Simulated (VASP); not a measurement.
The system is AlN.

```
CELL_PARAMETERS angstrom
3.13019 0.00000 0.00000
-1.56510 2.71083 0.00000
0.00000 0.00000 5.01792
ATOMIC_POSITIONS crystal
Al 0.33333 0.66667 0.99673
Al 0.66667 0.33333 0.49673
N 0.33333 0.66667 0.37827
N 0.66667 0.33333 0.87827
```

The cell was built by a generator and needn't be a form met in nature.

* Program: VASP 6.6.1
* Task: relaxation of cell and atoms
* Functional: LDA
* Potentials or basis: VASP PAW LDA potentials, release 64 (Al, N)
* Cutoff: 600 eV
* k mesh: 12 × 12 × 6
* Occupations: fermi-dirac, width 0.02 eV
* Spin: no spin polarisation

At the start: pressure -7.7 GPa; volume 10.64 Å³/atom.

How do energy, volume and symmetry change on relaxing?

Over 7 steps the energy falls by 10.1 meV/atom and the volume is 10.24 Å³/atom (-3.8 %); space group P6_3mc (No. 186, to 0.05 Å).

Step by step:
| step | energy change (eV) | largest force (eV/Å) | pressure (GPa) | volume (Å³) |
| --- | --- | --- | --- | --- |
| 1 | 0.0000 | 0.0074 | -7.70 | 42.58 |
| 2 | -0.0046 | 0.0232 | 8.14 | 39.50 |
| 3 | -0.0403 | 0.0081 | -0.06 | 40.96 |
| 4 | -0.0403 | 0.0084 | 0.10 | 40.93 |
| 5 | -0.0404 | 0.0139 | -0.10 | 40.96 |
| 6 | -0.0404 | 0.0138 | -0.10 | 40.96 |
| 7 | -0.0404 | 0.0010 | -0.01 | 40.94 |

Final structure:
```
CELL_PARAMETERS angstrom
3.09114 0.00000 0.00000
-1.54557 2.67700 0.00000
0.00000 0.00000 4.94792
ATOMIC_POSITIONS crystal
Al 0.33333 0.66667 0.99654
Al 0.66667 0.33333 0.49654
N 0.33333 0.66667 0.37846
N 0.66667 0.33333 0.87846
```
